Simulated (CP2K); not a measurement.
Runs of CP2K 2026.2 on Mg. The structure is hexagonal, space group P6/mmm (No. 191). Conventional cell: a = 3.050 Å, b = 3.050 Å, c = 3.045 Å, α = 90.00°, β = 90.00°, γ = 120.00°. Around Mg (site symmetry 6/mmm) lie 8 Mg at 3.04 to 3.05 Å. This isn't the form of Mg at room conditions, which is hcp.

| task | level | potentials or basis | cell | smearing | k points reduced by the point group | NGRIDS | potentials | hirshfeld SHAPE_FUNCTION | VORONOI_RADII | gap on the mesh (eV) | pressure (GPa) |
| --- | --- | --- | --- | --- | --- | --- | --- | --- | --- | --- | --- |
| single point | RPBE | POTENTIAL_UZH Mg GTH-PBE-q10; TZVP-MOLOPT-PBE-GTH basis | as given | gaussian 0.05 eV | yes | 4 | Mg GTH-PBE-q10 of POTENTIAL_UZH | - | - | none | 3.5 |
| single point | LDA | GTH_POTENTIALS Mg GTH-PADE-q10; TZVP-MOLOPT-PBE-GTH basis | as given | gaussian 0.05 eV | yes | 4 | Mg GTH-PADE-q10 of GTH_POTENTIALS | - | - | none | 0.6 |
| atomic charges | PBEsol+D4 | POTENTIAL_UZH Mg GTH-PBE-q10; TZVP-MOLOPT-PBE-GTH basis | volume scaled by 1.08 | methfessel-paxton 0.1 eV | yes | 5 | Mg GTH-PBE-q10 of POTENTIAL_UZH | DENSITY | COVALENT | none | (a) |
| single point | BLYP+D4 | GTH_POTENTIALS Mg GTH-BLYP-q10; TZVP-MOLOPT-PBE-GTH basis | as given | methfessel-paxton 0.1 eV | yes | 4 | Mg GTH-BLYP-q10 of GTH_POTENTIALS | - | - | none | 1.6 |
| relaxation of cell and atoms | BLYP+D4 | GTH_POTENTIALS Mg GTH-BLYP-q10; TZVP-MOLOPT-PBE-GTH basis | relaxed | methfessel-paxton 0.2 eV | - | 5 | Mg GTH-BLYP-q10 of GTH_POTENTIALS | - | - | none | 0.0 |

Alike in all rows: no spin polarisation; k mesh 10 × 10 × 9.

Task: Estimate the missing entries.

Result: (a) -1.1.

Caveats: the basis of atomic orbitals isn't converged, which shifts pressures, moduli and gaps; the potentials were made for another functional, which shifts forces and pressure (some runs); pairwise dispersion overbinds metals, which lowers pressure and volume (some runs); the printed path begins after the first move (some runs).

A gap of «none» marks a metal or a gap under the smearing width.

Runs at the PBE level aren't shown here.
